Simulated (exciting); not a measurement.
# Sn (Fd-3m) in exciting: equation of state

Aim: energy against volume of Sn in PBEsol, for its equilibrium volume and stiffness.

Everything below comes from runs of exciting (release sodium). Logs are shortened: lines on timing, memory, paths and dates and some standing lists are left out, and cuts for length are marked.

## (1) The structure

Symmetry: Fd-3m, No. 227, cubic system. Conventional cell: a = 6.467 Å, b = 6.467 Å, c = 6.467 Å, α = 90.00°, β = 90.00°, γ = 90.00°. Sn (site symmetry -43m) has 4 Sn at 2.80 Å as nearest neighbours.

This isn't the form of Sn at room conditions, which is tetragonal (white tin).

## (2) Equation of state, PBEsol, 31.77 Å³/atom (volume scaled by 0.94)

File input.xml:

```xml
<input>
  <title>Sn</title>
  <structure speciespath="./" tshift="false">
    <crystal scale="1">
      <basevect>0.000000000000 5.985400781328 5.985400781328</basevect>
      <basevect>5.985400781328 0.000000000000 5.985400781328</basevect>
      <basevect>5.985400781328 5.985400781328 0.000000000000</basevect>
    </crystal>
    <species speciesfile="Sn.xml" rmt="2.3">
      <atom coord="0.750000000000 0.750000000000 0.750000000000"/>
      <atom coord="0.500000000000 0.500000000000 0.500000000000"/>
    </species>
  </structure>
  <groundstate do="fromscratch" ngridk="7 7 7" rgkmax="9" gmaxvr="14" lmaxapw="10" lmaxmat="10" lmaxvr="8" xctype="GGA_PBE_SOL" stype="Fermi Dirac" swidth="0.00183747" nempty="10" ValenceRelativity="iora*" epsengy="1e-05" epspot="1e-05" maxscl="60" outputlevel="normal"/>
</input>
```

Potentials or basis: all-electron LAPW+lo, shipped species files, valence relativity iora*.

Launch:

```bash
> OMP_NUM_THREADS=1 exciting_smp
```

INFO.OUT:

```text
================================================================================
EXCITING SODIUM started
[... 10 lines left out ...]

 Lattice vectors (cartesian) :
      0.0000000000      5.9854007813      5.9854007813
      5.9854007813      0.0000000000      5.9854007813
      5.9854007813      5.9854007813      0.0000000000

 Reciprocal lattice vectors (cartesian) :
     -0.5248759053      0.5248759053      0.5248759053
      0.5248759053     -0.5248759053      0.5248759053
      0.5248759053      0.5248759053     -0.5248759053

 Unit cell volume                           :     428.8542354823
 Brillouin zone volume                      :       0.5784021537

 Species :    1 (Sn)
     parameters loaded from                 :    Sn.xml
     name                                   :    tin
     nuclear charge                         :     -50.00000000
     electronic charge                      :      50.00000000
     atomic mass                            :  216395.09200000
     muffin-tin radius                      :       2.30000000
     # of radial points in muffin-tin       :     400

     atomic positions (lattice) :
       1 :   0.75000000  0.75000000  0.75000000
       2 :   0.50000000  0.50000000  0.50000000

 Total number of atoms per unit cell        :       2

 Spin treatment                             :    spin-unpolarised

 Number of Bravais lattice symmetries       :      48
 Number of crystal symmetries               :      24

 k-point grid                               :       7    7    7
 Total number of k-points                   :      30
 k-point set is reduced with crystal symmetries

 R^MT_min * |G+k|_max (rgkmax)              :       9.00000000
 Species with R^MT_min                      :       1 (Sn)
 Maximum |G+k| for APW functions            :       3.91304348
 Maximum |G| for potential and density      :      14.00000000

 G-vector grid sizes                        :      40    40    40
 Total number of G-vectors                  :   19795

 Maximum angular momentum used for
     APW functions                          :      10
     computing H and O matrix elements      :      10
     potential and density                  :       8
     inner part of muffin-tin               :       2

 Total nuclear charge                       :    -100.00000000
 Total electronic charge                    :     100.00000000
 Total core charge                          :      60.00000000
 Total valence charge                       :      40.00000000

 Number of empty states                     :      10
 Total number of valence states             :      31

 Maximum Hamiltonian size                   :     478
 Maximum number of plane-waves              :     444
 Total number of local-orbitals             :      34

 Exchange-correlation type                  :      22
     PBEsol, Phys. Rev. Lett. 100, 136406 (2008)
     Generalised gradient approximation (GGA)

 Smearing scheme                            :    Fermi-Dirac
 Smearing width                             :       0.00183747

 Using multisecant Broyden potential mixing
[... 6 lines left out ...]
* Groundstate module started                                                   *
********************************************************************************
 Output level for this task is set to normal

++++++++++++++++++++++++++++++++++++++++++++++++++++++++++++++++++++++++++++++++
[... 5 lines left out ...]
+ SCF iteration number :    1                                                  +
++++++++++++++++++++++++++++++++++++++++++++++++++++++++++++++++++++++++++++++++
 Total energy                               :    -12349.71043006
 _______________________________________________________________
 Fermi energy                               :         0.20032480
 Kinetic energy                             :     13004.82430707
 Coulomb energy                             :    -25029.39815110
 Exchange energy                            :      -319.04193240
 Correlation energy                         :        -6.09465363

 DOS at Fermi energy (states/Ha/cell)       :         4.01267309

 Electron charges :
     core                                   :        60.00000000
     core leakage                           :         0.00081465
     valence                                :        40.00000000
     interstitial                           :         5.03517710
     charge in muffin-tin spheres :
                  atom     1    Sn          :        47.48241145
                  atom     2    Sn          :        47.48241145
     total charge in muffin-tins            :        94.96482290
     total charge                           :       100.00000000

++++++++++++++++++++++++++++++++++++++++++++++++++++++++++++++++++++++++++++++++
+ SCF iteration number :    2                                                  +
++++++++++++++++++++++++++++++++++++++++++++++++++++++++++++++++++++++++++++++++
 Total energy                               :    -12351.46535871
 _______________________________________________________________
 Fermi energy                               :         0.20087006
 Kinetic energy                             :     13004.06112380
 Coulomb energy                             :    -25030.34759395
 Exchange energy                            :      -319.08369614
 Correlation energy                         :        -6.09519243

 DOS at Fermi energy (states/Ha/cell)       :         4.51670897

 Electron charges :
     core                                   :        60.00000000
     core leakage                           :         0.00080884
     valence                                :        40.00000000
     interstitial                           :         5.03625663
     charge in muffin-tin spheres :
                  atom     1    Sn          :        47.48187242
                  atom     2    Sn          :        47.48187095
     total charge in muffin-tins            :        94.96374337
     total charge                           :       100.00000000

 RMS change in effective potential (target) :  0.280765E-01  ( 0.100000E-04)
 Absolute change in total energy   (target) :   1.75493      ( 0.100000E-04)
 Charge distance                   (target) :  0.751767E-03  ( 0.100000E-04)

++++++++++++++++++++++++++++++++++++++++++++++++++++++++++++++++++++++++++++++++
+ SCF iteration number :    3                                                  +
++++++++++++++++++++++++++++++++++++++++++++++++++++++++++++++++++++++++++++++++
 Total energy                               :    -12352.23282389
 _______________________________________________________________
 Fermi energy                               :         0.20131336
 Kinetic energy                             :     13003.70502141
 Coulomb energy                             :    -25030.74037271
 Exchange energy                            :      -319.10200415
 Correlation energy                         :        -6.09546844

 DOS at Fermi energy (states/Ha/cell)       :         4.85992611

 Electron charges :
     core                                   :        60.00000000
     core leakage                           :         0.00080559
     valence                                :        40.00000000
     interstitial                           :         5.03959784
     charge in muffin-tin spheres :
                  atom     1    Sn          :        47.48020215
                  atom     2    Sn          :        47.48020000
     total charge in muffin-tins            :        94.96040216
     total charge                           :       100.00000000
[... 212 lines left out ...]
 DOS at Fermi energy (states/Ha/cell)       :         5.29031809

 Electron charges :
     core                                   :        60.00000000
     core leakage                           :         0.00080165
     valence                                :        40.00000000
     interstitial                           :         5.05129191
     charge in muffin-tin spheres :
                  atom     1    Sn          :        47.47435499
                  atom     2    Sn          :        47.47435310
     total charge in muffin-tins            :        94.94870809
     total charge                           :       100.00000000

 RMS change in effective potential (target) :  0.574097E-08  ( 0.100000E-04)
 Absolute change in total energy   (target) :  0.127252E-05  ( 0.100000E-04)
 Charge distance                   (target) :  0.191484E-08  ( 0.100000E-04)

++++++++++++++++++++++++++++++++++++++++++++++++++++++++++++++++++++++++++++++++
+ SCF iteration number :   12                                                  +
++++++++++++++++++++++++++++++++++++++++++++++++++++++++++++++++++++++++++++++++
 Total energy                               :    -12352.69309800
 _______________________________________________________________
 Fermi energy                               :         0.20158619
 Kinetic energy                             :     13003.45914277
 Coulomb energy                             :    -25030.94232666
 Exchange energy                            :      -319.11417025
 Correlation energy                         :        -6.09574386

 DOS at Fermi energy (states/Ha/cell)       :         5.29031777

 Electron charges :
     core                                   :        60.00000000
     core leakage                           :         0.00080165
     valence                                :        40.00000000
     interstitial                           :         5.05129190
     charge in muffin-tin spheres :
                  atom     1    Sn          :        47.47435502
                  atom     2    Sn          :        47.47435308
     total charge in muffin-tins            :        94.94870810
     total charge                           :       100.00000000

 RMS change in effective potential (target) :  0.168398E-08  ( 0.100000E-04)
 Absolute change in total energy   (target) :  0.749551E-06  ( 0.100000E-04)
 Charge distance                   (target) :  0.790064E-09  ( 0.100000E-04)

++++++++++++++++++++++++++++++++++++++++++++++++++++++++++++++++++++++++++++++++
| Convergency criteria checked for the last 2 iterations                       +
| Convergence targets achieved. Performing final SCF iteration                 +
++++++++++++++++++++++++++++++++++++++++++++++++++++++++++++++++++++++++++++++++
 Total energy                               :    -12352.69309773
 _______________________________________________________________
 Fermi energy                               :         0.20158619
 Kinetic energy                             :     13003.45914285
 Coulomb energy                             :    -25030.94232649
 Exchange energy                            :      -319.11417024
 Correlation energy                         :        -6.09574386

 DOS at Fermi energy (states/Ha/cell)       :         5.29031783

 Electron charges :
     core                                   :        60.00000000
     core leakage                           :         0.00080165
     valence                                :        40.00000000
     interstitial                           :         5.05129190
     charge in muffin-tin spheres :
                  atom     1    Sn          :        47.47435501
                  atom     2    Sn          :        47.47435308
     total charge in muffin-tins            :        94.94870810
     total charge                           :       100.00000000

++++++++++++++++++++++++++++++++++++++++++++++++++++++++++++++++++++++++++++++++
[... 9 lines left out ...]
| EXCITING SODIUM stopped                                                      =
================================================================================
```

It took 1.8 min on 1 thread of Arm Neoverse V2, shared host; peak memory 0.15 GiB.

Results:

* Free energy: -336133.9047 eV
* Band gap on the k mesh: none (metal or under the smearing width)
* All electrons inside the program's atomic spheres: Sn 47.47 (radii Sn 2.3 bohr)

Caveat: the log's total energy holds no entropy term; the free energy is that total less TS from the occupations.

## (3) Equation of state, PBEsol, 32.45 Å³/atom (volume scaled by 0.96)

input.xml: that of step 2 with these lines changed.

```diff
@@ -4,5 +4,5 @@
     <crystal scale="1">
-      <basevect>0.000000000000 5.985400781328 5.985400781328</basevect>
-      <basevect>5.985400781328 0.000000000000 5.985400781328</basevect>
-      <basevect>5.985400781328 5.985400781328 0.000000000000</basevect>
+      <basevect>0.000000000000 6.027552879795 6.027552879795</basevect>
+      <basevect>6.027552879795 0.000000000000 6.027552879795</basevect>
+      <basevect>6.027552879795 6.027552879795 0.000000000000</basevect>
     </crystal>
```

Potentials or basis: all-electron LAPW+lo, shipped species files, valence relativity iora*.

Launch:

```bash
> OMP_NUM_THREADS=1 exciting_smp
```

It took 2 min on 1 thread of Arm Neoverse V2, shared host; peak memory 0.15 GiB.

It converged, with:

| Item | Value |
| --- | --- |
| Free energy | -336133.9419 eV |
| Band gap on the k mesh | none (metal or under the smearing width) |
| All electrons inside the program's atomic spheres | Sn 47.46 (radii Sn 2.3 bohr) |

Caveat: the log's total energy holds no entropy term; the free energy is that total less TS from the occupations.

## (4) Equation of state, PBEsol, 33.13 Å³/atom (volume scaled by 0.98)

input.xml: that of step 3 with these lines changed.

```diff
@@ -4,5 +4,5 @@
     <crystal scale="1">
-      <basevect>0.000000000000 6.027552879795 6.027552879795</basevect>
-      <basevect>6.027552879795 0.000000000000 6.027552879795</basevect>
-      <basevect>6.027552879795 6.027552879795 0.000000000000</basevect>
+      <basevect>0.000000000000 6.069123523705 6.069123523705</basevect>
+      <basevect>6.069123523705 0.000000000000 6.069123523705</basevect>
+      <basevect>6.069123523705 6.069123523705 0.000000000000</basevect>
     </crystal>
```

Launch:

```bash
> OMP_NUM_THREADS=1 exciting_smp
```

Run time: 2 min. Hardware: 1 thread of Arm Neoverse V2, shared host; peak memory 0.15 GiB.

The run converged. Its results:

| Property | Result |
| --- | --- |
| Free energy | -336133.9682 eV |
| Band gap on the k mesh | none (metal or under the smearing width) |
| All electrons inside the program's atomic spheres | Sn 47.45 (radii Sn 2.3 bohr) |

Caveat: the log's total energy holds no entropy term; the free energy is that total less TS from the occupations.

## (5) Equation of state, PBEsol, 33.80 Å³/atom

input.xml: that of step 4 with these lines changed.

```diff
@@ -4,5 +4,5 @@
     <crystal scale="1">
-      <basevect>0.000000000000 6.069123523705 6.069123523705</basevect>
-      <basevect>6.069123523705 0.000000000000 6.069123523705</basevect>
-      <basevect>6.069123523705 6.069123523705 0.000000000000</basevect>
+      <basevect>0.000000000000 6.110132359031 6.110132359031</basevect>
+      <basevect>6.110132359031 0.000000000000 6.110132359031</basevect>
+      <basevect>6.110132359031 6.110132359031 0.000000000000</basevect>
     </crystal>
```

Launch:

```bash
> OMP_NUM_THREADS=1 exciting_smp
```

It took 2 min on 1 thread of Arm Neoverse V2, shared host; peak memory 0.15 GiB.

It converged, with:

* Free energy: -336133.9853 eV
* Band gap on the k mesh: none (metal or under the smearing width)
* All electrons inside the program's atomic spheres: Sn 47.44 (radii Sn 2.3 bohr)

Caveat: the log's total energy holds no entropy term; the free energy is that total less TS from the occupations.

## (6) Equation of state, PBEsol, 34.48 Å³/atom (volume scaled by 1.02)

input.xml: that of step 5 with these lines changed.

```diff
@@ -4,5 +4,5 @@
     <crystal scale="1">
-      <basevect>0.000000000000 6.110132359031 6.110132359031</basevect>
-      <basevect>6.110132359031 0.000000000000 6.110132359031</basevect>
-      <basevect>6.110132359031 6.110132359031 0.000000000000</basevect>
+      <basevect>0.000000000000 6.150597991070 6.150597991070</basevect>
+      <basevect>6.150597991070 0.000000000000 6.150597991070</basevect>
+      <basevect>6.150597991070 6.150597991070 0.000000000000</basevect>
     </crystal>
```

Potentials or basis: all-electron LAPW+lo, shipped species files, valence relativity iora*.

Launch:

```bash
> OMP_NUM_THREADS=1 exciting_smp
```

Wall time 2.1 min (1 thread of Arm Neoverse V2, shared host); peak memory 0.15 GiB.

Results (log left out):

| Quantity | Value |
| --- | --- |
| Free energy | -336133.9945 eV |
| Band gap on the k mesh | none (metal or under the smearing width) |
| All electrons inside the program's atomic spheres | Sn 47.43 (radii Sn 2.3 bohr) |

Caveat: the log's total energy holds no entropy term; the free energy is that total less TS from the occupations.

## (7) Equation of state, PBEsol, 35.16 Å³/atom (volume scaled by 1.04)

input.xml: that of step 6 with these lines changed.

```diff
@@ -4,5 +4,5 @@
     <crystal scale="1">
-      <basevect>0.000000000000 6.150597991070 6.150597991070</basevect>
-      <basevect>6.150597991070 0.000000000000 6.150597991070</basevect>
-      <basevect>6.150597991070 6.150597991070 0.000000000000</basevect>
+      <basevect>0.000000000000 6.190538058149 6.190538058149</basevect>
+      <basevect>6.190538058149 0.000000000000 6.190538058149</basevect>
+      <basevect>6.190538058149 6.190538058149 0.000000000000</basevect>
     </crystal>
```

Launch:

```bash
> OMP_NUM_THREADS=1 exciting_smp
```

It took 2.4 min on 1 thread of Arm Neoverse V2, shared host; peak memory 0.16 GiB.

It converged, with:

```
Free energy                                       : -336133.9954 eV
Band gap on the k mesh                            : none (metal or under the smearing width)
All electrons inside the program's atomic spheres : Sn 47.42 (radii Sn 2.3 bohr)
```

Caveat: the log's total energy holds no entropy term; the free energy is that total less TS from the occupations.

## (8) Equation of state, PBEsol, 35.83 Å³/atom (volume scaled by 1.06)

input.xml: that of step 7 with these lines changed.

```diff
@@ -4,5 +4,5 @@
     <crystal scale="1">
-      <basevect>0.000000000000 6.190538058149 6.190538058149</basevect>
-      <basevect>6.190538058149 0.000000000000 6.190538058149</basevect>
-      <basevect>6.190538058149 6.190538058149 0.000000000000</basevect>
+      <basevect>0.000000000000 6.229969300028 6.229969300028</basevect>
+      <basevect>6.229969300028 0.000000000000 6.229969300028</basevect>
+      <basevect>6.229969300028 6.229969300028 0.000000000000</basevect>
     </crystal>
```

Launch:

```bash
> OMP_NUM_THREADS=1 exciting_smp
```

Wall time 2.9 min (1 thread of Arm Neoverse V2, shared host); peak memory 0.16 GiB.

The run converged. Its results:

* Free energy: -336133.9903 eV
* Band gap on the k mesh: none (metal or under the smearing width)
* All electrons inside the program's atomic spheres: Sn 47.41 (radii Sn 2.3 bohr)

Caveat: the log's total energy holds no entropy term; the free energy is that total less TS from the occupations.

## (9) Equation of state, PBEsol

Potentials or basis: all-electron LAPW+lo, shipped species files, valence relativity iora*.

No new run: the results of the series are fitted here.

What came out:

* Equilibrium volume: 34.94 Å³/atom
* Bulk modulus: 42 GPa
* Pressure derivative of the bulk modulus: 5.0 (rough: it moves with the points fitted)

Energy against volume, from the lowest point:
| volume (Å³/atom) | energy (meV/atom) |
| --- | --- |
| 31.775 | 45.36 |
| 32.451 | 26.74 |
| 33.127 | 13.60 |
| 33.803 | 5.05 |
| 34.479 | 0.46 |
| 35.155 | 0.00 |
| 35.831 | 2.56 |

Zero-point motion and thermal expansion aren't in these numbers.
